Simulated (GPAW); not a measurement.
W:

```xyz
1
Lattice="-1.5823 1.5823 1.5823 1.5823 -1.5823 1.5823 1.5823 1.5823 -1.5823" Properties=species:S:1:pos:R:3 pbc="T T T"
W     0.0000    0.0000    0.0000
```

```yaml
Program: GPAW 26.7.0
Task: relaxation of cell and atoms
Functional: revPBE
Dispersion: D3(BJ)
Potentials_or_basis: the program's PAW data sets (release 1.2.1) made for this functional
Cutoff: 600 eV
Basis: pw
k_mesh: 12 × 12 × 12
Occupations: fermi-dirac, width 0.05 eV
Spin: no spin polarisation
```

At the start: pressure -4.3 GPa; volume 15.85 Å³/atom.

**Question.** How do energy, volume and symmetry change on relaxing?

**Answer.** Over 12 steps the energy falls by 2.8 meV/atom and the volume is 15.63 Å³/atom (-1.4 %); space group Im-3m (No. 229, to 0.05 Å).

Step by step:
| step | energy change (eV) | largest force (eV/Å) | pressure (GPa) | volume (Å³) |
| --- | --- | --- | --- | --- |
| 1 | 0.0000 | 0.0000 | -4.33 | 15.85 |
| 2 | -0.0028 | 0.0000 | -0.32 | 15.65 |
| 3 | -0.0001 | 0.0000 | 4.20 | 15.43 |
| 4 | -0.0013 | 0.0000 | 3.19 | 15.48 |
| 5 | -0.0025 | 0.0000 | 1.43 | 15.56 |
| 6 | -0.0028 | 0.0000 | -0.63 | 15.66 |
| 7 | -0.0028 | 0.0000 | -0.59 | 15.66 |
| 8 | -0.0028 | 0.0000 | -0.52 | 15.65 |
| 9 | -0.0028 | 0.0000 | -0.42 | 15.65 |
| 10 | -0.0028 | 0.0000 | -0.29 | 15.64 |
| 11 | -0.0028 | 0.0000 | -0.15 | 15.64 |
| 12 | -0.0028 | 0.0000 | 0.00 | 15.63 |

Final structure:
```
CELL_PARAMETERS angstrom
-1.57504 1.57504 1.57504
1.57504 -1.57504 1.57504
1.57504 1.57504 -1.57504
ATOMIC_POSITIONS crystal
W 0.00000 0.00000 0.00000
```

Caveat: later steps reuse the first step's grids; pairwise dispersion overbinds metals, which lowers pressure and volume.
